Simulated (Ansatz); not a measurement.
# AlN under changes of volume

One of the cells (10.417 Å³/atom); the others are scaled copies at fixed shape and fractional positions:

```
Al N
1.0
     0.00000    2.18399    2.18399
     2.18399    0.00000    2.18399
     2.18399    2.18399    0.00000
Al N
1 1
Direct
  0.00000 0.00000 0.00000
  0.25000 0.25000 0.25000
```

Measurements of this composition are mostly on another form, of space group No. 186.

* Program: Ansatz 0.2.0
* Functional: r2SCAN
* Dispersion: D3(BJ)
* Potentials or basis: Ansatz PAW
* Cutoff: 500 eV (not typed: the program's choice for these potentials)
* k mesh: 10 × 10 × 10
* Occupations: fermi-dirac, width 0.05 eV
* Spin: no spin polarisation

```csv
volume (Å³/atom),energy over the lowest point (meV/atom),pressure (GPa),gap on the mesh (eV)
9.792,20.14,12.7,3.99
10.001,7.06,7.4,3.97
10.209,?,?,?
10.417,0.00,-1.7,3.94
10.626,4.84,-5.7,3.93
10.834,14.58,-9.3,3.91
11.042,28.76,-12.5,3.89
```

Q: What does the run at 10.209 Å³/atom give?

A: Energy over the lowest point 0.56 meV/atom; pressure 2.6 GPa; gap on the mesh 3.96 eV.

Worked out: A Birch-Murnaghan fit of order 3 (a polynomial in V^(-2/3)) to the other rows has its minimum at 10.33 Å³/atom with B0 = V·E''(V) = 214 GPa and B' = 3.7. It gives 0.57 meV/atom at 10.209 Å³/atom, against the run's 0.56, and -dE/dV = 2.6 GPa, against 2.6. A straight line through the other rows of the gap, of slope -0.796 eV per unit of ln V, gives 3.96 eV, against the run's 3.96.

Energies are extrapolated to zero smearing.

Caveats: the PAW data sets come from PBE, with cores solved anew for the run's functional, which leaves a small shift of forces and pressure; the dispersion damping was fitted for another functional or another form of the correction.

A mesh can miss the band edges.
